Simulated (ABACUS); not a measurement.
# AlN (P6_3mc) in ABACUS: further runs

Runs on AlN. Level: PBE. Tasks: equation of state.

All numbers are computed with ABACUS 3.10.1; they aren't measurements. Logs are shortened: lines on timing, memory, paths and dates and some standing lists are left out, and cuts for length are marked.

## (1) Starting point

It takes space group P6_3mc (No. 186, hexagonal). Conventional cell: a = 3.113 Å, b = 3.113 Å, c = 4.981 Å, α = 90.00°, β = 90.00°, γ = 120.00°. Al (site symmetry 3m) has 4 N at 1.89 Å as nearest neighbours. N (site symmetry 3m) is surrounded by 4 Al at 1.89 Å.

## (2) Equation of state, PBE, 9.82 Å³/atom (volume scaled by 0.94)

The input, INPUT:

```
INPUT_PARAMETERS
suffix              AlN
calculation         scf
basis_type          lcao
pseudo_dir          ./
orbital_dir         ./
symmetry            1
dft_functional      pbe
ecutwfc             100
pseudo_rcut         7
nspin               1
nbands              12
ks_solver           genelpa
smearing_method     fd
smearing_sigma      0.00367493
scf_thr             1e-07
scf_nmax            100
mixing_type         broyden
mixing_beta         0.7
cal_force           1
cal_stress          1
out_mul             1
```

The input, STRU:

```
ATOMIC_SPECIES
Al 26.9815 Al.upf
N 14.0070 N.upf

NUMERICAL_ORBITAL
Al_confined-atom_8au_2s2p1d.orb
N_confined-atom_6au_2s2p1d.orb

LATTICE_CONSTANT
1.8897261246

LATTICE_VECTORS
3.0494515564 0.0000000000 0.0000000000
-1.5247257782 2.6409025155 0.0000000000
0.0000000000 0.0000000000 4.8793184075

ATOMIC_POSITIONS
Cartesian

Al
0.0
2
1.5247257784 0.8803008384 2.4396592037 1 1 1
-0.0000000002 1.7606016771 0.0000000000 1 1 1

N
0.0
2
1.5247257784 0.8803008384 4.2938001986 1 1 1
-0.0000000002 1.7606016771 1.8541409948 1 1 1
```

The input, KPT:

```
K_POINTS
0
Gamma
7 7 4 0 0 0
```

Potentials or basis: PseudoDojo NC SR 0.4.1 PBE standard, DZP LCAO (the cutoffs set its grid).

Command:

```sh
OMP_NUM_THREADS=1 mpirun -np 4 abacus > log
```

running log:

```text
ABACUS v3.10.1

               Atomic-orbital Based Ab-initio Computation at UStc

 ------------------------------------------------------------------------------------

 READING GENERAL INFORMATION
                           global_out_dir = OUT.AlN/
                           global_in_card = INPUT
                               pseudo_dir = ./
                              orbital_dir = ./
                                    DSIZE = 4
                                    GSIZE = 1

 READING UNITCELL INFORMATION
                                    ntype = 2
                  lattice constant (Bohr) = 1.88973
              lattice constant (Angstrom) = 1

 READING ATOM TYPE 1
                               atom label = Al
                      L=0, number of zeta = 2
                      L=1, number of zeta = 2
                      L=2, number of zeta = 1
             number of atom for this type = 2

 READING ATOM TYPE 2
                               atom label = N
                      L=0, number of zeta = 2
                      L=1, number of zeta = 2
                      L=2, number of zeta = 1
             number of atom for this type = 2

                        TOTAL ATOM NUMBER = 4
CARTESIAN COORDINATES ( UNIT =       1.889726124600 Bohr ).
    atom                   x                   y                   z     mag                  vx                  vy                  vz
tauc_Al1            1.5247257784        0.8803008384        2.4396592037  0.0000        0.0000000000        0.0000000000        0.0000000000
tauc_Al2           -0.0000000002        1.7606016771        0.0000000000  0.0000        0.0000000000        0.0000000000        0.0000000000
tauc_N1            1.5247257784        0.8803008384        4.2938001986  0.0000        0.0000000000        0.0000000000        0.0000000000
tauc_N2           -0.0000000002        1.7606016771        1.8541409948  0.0000        0.0000000000        0.0000000000        0.0000000000

                          Volume (Bohr^3) = 265.173
                             Volume (A^3) = 39.2946

 Lattice vectors: (Cartesian coordinate: in unit of a_0)
             +3.04945                  +0                  +0
             -1.52473             +2.6409                  +0
                   +0                  +0            +4.87932
 Reciprocal vectors: (Cartesian coordinate: in unit of 2 pi/a_0)
            +0.327928           +0.189329                  -0
                   -0           +0.378658                  -0
                   +0                  -0           +0.204947
 The esolver type has been set to : ksdft_lcao

                PAO radial cut off (Bohr) = 7
[... 213 lines left out ...]

 SETUP EXTENDED REAL SPACE GRID FOR GRID INTEGRATION
                          real space grid = [ 40, 40, 60 ]
                 big cell numbers in grid = [ 8, 8, 20 ]
             meshcell numbers in big cell = [ 5, 5, 3 ]
                        extended fft grid = [ 13, 13, 18 ]
                dimension of extened grid = [ 35, 35, 57 ]
                            UnitCellTotal = 75
              Atom number in sub-FFT-grid = 4
    Local orbitals number in sub-FFT-grid = 52
                                ParaV.nnr = 36322
                                 init_chg = atomic

 LCAO ALGORITHM --------------- ION=   1  ELEC=   1--------------------------------

 Density error is 0.287307193729
----------------------------------------------------------
     Energy           Rydberg                 eV
----------------------------------------------------------
 E_KohnSham     -50.6600428796       -689.2652440865
 E_Harris       -45.9496595360       -625.1771908500
 E_Fermi        0.6123329976         8.3312178409
----------------------------------------------------------
[... 80 lines left out ...]
 Density error is 8.42744877008e-08
----------------------------------------------------------
     Energy           Rydberg                 eV
----------------------------------------------------------
 E_KohnSham     -51.1074518164       -695.3525549631
 E_KS(sigma->0) -51.1074518164       -695.3525549631
 E_Harris       -51.1074532705       -695.3525747474
 E_band         2.8571129574         38.8730160500
 E_one_elec     -0.6555308897        -8.9189553146
 E_Hartree      11.0819971413        150.7783063416
 E_xc           -17.1412425312       -233.2185692243
 E_Ewald        -44.3926755368       -603.9933367658
 E_entropy(-TS) -0.0000000000        -0.0000000000
 E_descf        0.0000000000         0.0000000000
 E_exx          0.0000000000         0.0000000000
 E_Fermi        0.6805519019         9.2593836503
----------------------------------------------------------

 charge density convergence is achieved
 final etot is -695.35255496 eV
 EFERMI = 9.2593836503 eV

 STATE ENERGY(eV) AND OCCUPATIONS    NSPIN == 1
 1/24 kpoint (Cartesian) = 0.0000 0.0000 0.0000 (1115 pws)
       1       -7.72319      0.0102041
       2       -5.36453      0.0102041
       3        1.51369      0.0102041
       4        6.94986      0.0102041
       5        6.94986      0.0102041
       6        7.61952      0.0102041
       7        7.61952      0.0102041
       8        7.90031      0.0102041
       9        13.1300    2.44976e-36
      10        15.2765    5.55523e-55
      11        19.4089        0.00000
      12        19.4089        0.00000
[... 57 lines left out ...]
 6/24 kpoint (Cartesian) = -0.093694 0.10819 0.0000 (1127 pws)
       1       -6.11937       0.122449
       2       -4.77656       0.122449
       3        3.03877       0.122449
       4        3.56105       0.122449
       5        3.97021       0.122449
       6        5.38498       0.122449
       7        6.59764       0.122449
       8        6.65531       0.122449
       9        14.2718    3.55502e-45
      10        15.1878    3.92794e-53
      11        16.9864    9.38001e-69
      12        18.3560    1.19169e-80

[... levels at 18 further k points ...]

 correction force for each atom along direction 1 is -0.00386369
 correction force for each atom along direction 2 is 0.00307932
 correction force for each atom along direction 3 is -3.00926e-07
------------------------------------------------------------------------------------------
 TOTAL-FORCE (eV/Angstrom)
------------------------------------------------------------------------------------------
                       Al1         0.0000000000         0.0000000000        -0.1723501714
                       Al2         0.0000000000         0.0000000000        -0.1723501714
                        N1         0.0000000000         0.0000000000         0.1723501714
                        N2         0.0000000000         0.0000000000         0.1723501714
------------------------------------------------------------------------------------------

----------------------------------------------------------------
 TOTAL-STRESS (KBAR)
----------------------------------------------------------------
       188.3085685850         0.0000000000         0.0000000000
         0.0000000000       188.3085685783         0.0000000000
         0.0000000000         0.0000000000       203.5809298960
----------------------------------------------------------------
 TOTAL-PRESSURE: 193.399356 KBAR

 --------------------------------------------
 !FINAL_ETOT_IS -695.3525549631440299 eV
 --------------------------------------------
```

stdout:

```text
ABACUS v3.10.1

               Atomic-orbital Based Ab-initio Computation at UStc

 UNIFORM GRID DIM        : 40 * 40 * 60
 UNIFORM GRID DIM(BIG)   : 8 * 8 * 20
 ---------------------------------------------------------
[... 27 lines left out ...]
----------------------------------------------------------------
 TOTAL-STRESS (KBAR)
----------------------------------------------------------------
       188.3085685850         0.0000000000         0.0000000000
         0.0000000000       188.3085685783         0.0000000000
         0.0000000000         0.0000000000       203.5809298960
----------------------------------------------------------------
 TOTAL-PRESSURE: 193.399356 KBAR
```

Run time: 13 s. Hardware: 4 MPI ranks of AMD EPYC 7R43 (Zen 3), shared host; peak memory 0.36 GiB.

What came out:

- Free energy: -695.3526 eV
- Pressure: 19.3 GPa
- Largest force: 0.172 eV/Å
- Band gap on the k mesh: 5.23 eV, direct
- Mulliken charges: Al +0.77, +0.76; N -0.77 e

Caveat: the atomic orbitals were generated for these runs and aren't a published set; Mulliken charges move with the basis; an odd mesh through Γ misses points on the zone boundary, where band edges often lie; the basis of atomic orbitals isn't converged, which shifts pressures, moduli and gaps.

## (3) Equation of state, PBE, 10.24 Å³/atom (volume scaled by 0.98)

INPUT is that of step 2.

The input, STRU:

```
ATOMIC_SPECIES
Al 26.9815 Al.upf
N 14.0070 N.upf

NUMERICAL_ORBITAL
Al_confined-atom_8au_2s2p1d.orb
N_confined-atom_6au_2s2p1d.orb

LATTICE_CONSTANT
1.8897261246

LATTICE_VECTORS
3.0921067530 0.0000000000 0.0000000000
-1.5460533765 2.6778429994 0.0000000000
0.0000000000 0.0000000000 4.9475694625

ATOMIC_POSITIONS
Cartesian

Al
0.0
2
1.5460533767 0.8926143330 2.4737847312 1 1 1
-0.0000000002 1.7852286664 0.0000000000 1 1 1

N
0.0
2
1.5460533767 0.8926143330 4.3538611270 1 1 1
-0.0000000002 1.7852286664 1.8800763958 1 1 1
```

KPT is that of step 2.

Potentials or basis: PseudoDojo NC SR 0.4.1 PBE standard, DZP LCAO (the cutoffs set its grid).

Command:

```sh
OMP_NUM_THREADS=1 mpirun -np 4 abacus > log
```

Wall time 15 s (4 MPI ranks of AMD EPYC 7R43 (Zen 3), shared host); peak memory 0.4 GiB.

It converged, with:

```yaml
Free_energy: -695.4994 eV
Pressure: 9.1 GPa
Largest_force: 0.141 eV/Å
Band_gap_on_the_k_mesh: 4.80 eV, direct
Mulliken_charges: Al +0.76, +0.75; N -0.75, -0.76 e
```

Caveat: the atomic orbitals were generated for these runs and aren't a published set; Mulliken charges move with the basis; an odd mesh through Γ misses points on the zone boundary, where band edges often lie; the basis of atomic orbitals isn't converged, which shifts pressures, moduli and gaps.

## (4) Equation of state, PBE, 10.66 Å³/atom (volume scaled by 1.02)

INPUT is that of step 3.

The input, STRU:

```
ATOMIC_SPECIES
Al 26.9815 Al.upf
N 14.0070 N.upf

NUMERICAL_ORBITAL
Al_confined-atom_8au_2s2p1d.orb
N_confined-atom_6au_2s2p1d.orb

LATTICE_CONSTANT
1.8897261246

LATTICE_VECTORS
3.1336164949 0.0000000000 0.0000000000
-1.5668082474 2.7137914903 0.0000000000
0.0000000000 0.0000000000 5.0139877163

ATOMIC_POSITIONS
Cartesian

Al
0.0
2
1.5668082476 0.9045971633 2.5069938582 1 1 1
-0.0000000001 1.8091943270 0.0000000000 1 1 1

N
0.0
2
1.5668082476 0.9045971633 4.4123091903 1 1 1
-0.0000000001 1.8091943270 1.9053153322 1 1 1
```

KPT is that of step 3.

Command:

```sh
OMP_NUM_THREADS=1 mpirun -np 4 abacus > log
```

Wall time 11 s (4 MPI ranks of AMD EPYC 7R43 (Zen 3), shared host); peak memory 0.36 GiB.

It converged, with:

```
Free energy            : -695.5497 eV
Pressure               : 0.8 GPa
Largest force          : 0.112 eV/Å
Band gap on the k mesh : 4.41 eV, direct
Mulliken charges       : Al +0.76, +0.73; N -0.74, -0.75 e
```

Caveat: the atomic orbitals were generated for these runs and aren't a published set; Mulliken charges move with the basis; the basis of atomic orbitals isn't converged, which shifts pressures, moduli and gaps.

## (5) Equation of state, PBE, 11.08 Å³/atom (volume scaled by 1.06)

INPUT is that of step 4.

The input, STRU:

```
ATOMIC_SPECIES
Al 26.9815 Al.upf
N 14.0070 N.upf

NUMERICAL_ORBITAL
Al_confined-atom_8au_2s2p1d.orb
N_confined-atom_6au_2s2p1d.orb

LATTICE_CONSTANT
1.8897261246

LATTICE_VECTORS
3.1740547162 0.0000000000 0.0000000000
-1.5870273581 2.7488120173 0.0000000000
0.0000000000 0.0000000000 5.0786914685

ATOMIC_POSITIONS
Cartesian

Al
0.0
2
1.5870273583 0.9162706723 2.5393457342 1 1 1
-0.0000000002 1.8325413450 0.0000000000 1 1 1

N
0.0
2
1.5870273583 0.9162706723 4.4692484923 1 1 1
-0.0000000002 1.8325413450 1.9299027580 1 1 1
```

KPT is that of step 4.

Command:

```sh
OMP_NUM_THREADS=1 mpirun -np 4 abacus > log
```

Wall time 11 s (4 MPI ranks of AMD EPYC 7R43 (Zen 3), shared host); peak memory 0.4 GiB.

Results (log left out):

```yaml
Free_energy: -695.5213 eV
Pressure: -6.0 GPa
Largest_force: 0.087 eV/Å
Band_gap_on_the_k_mesh: 4.05 eV, direct
Mulliken_charges: Al +0.75, +0.72; N -0.73, -0.74 e
```

Caveat: the atomic orbitals were generated for these runs and aren't a published set; Mulliken charges move with the basis; the basis of atomic orbitals isn't converged, which shifts pressures, moduli and gaps.

## (6) Equation of state, PBE

Potentials or basis: PseudoDojo NC SR 0.4.1 PBE standard, DZP LCAO (the cutoffs set its grid).

No new run: the results of the series are fitted here.

What came out:

```
Equilibrium volume                        : 10.70 Å³/atom
Bulk modulus at fixed shape and positions : 189 GPa
Pressure derivative of the bulk modulus   : 4.2 (rough: it moves with the points fitted)
```

Energy against volume, from the lowest point:
```csv
volume (Å³/atom),energy (meV/atom)
9.824,49.30
10.242,12.59
10.660,0.00
11.078,7.11
```

Caveat: the atomic orbitals were generated for these runs and aren't a published set; the cell was scaled at fixed shape and fractional positions, which overstates the stiffness of a crystal with free parameters, most of all of layers and chains; the basis of atomic orbitals isn't converged, which shifts pressures, moduli and gaps.
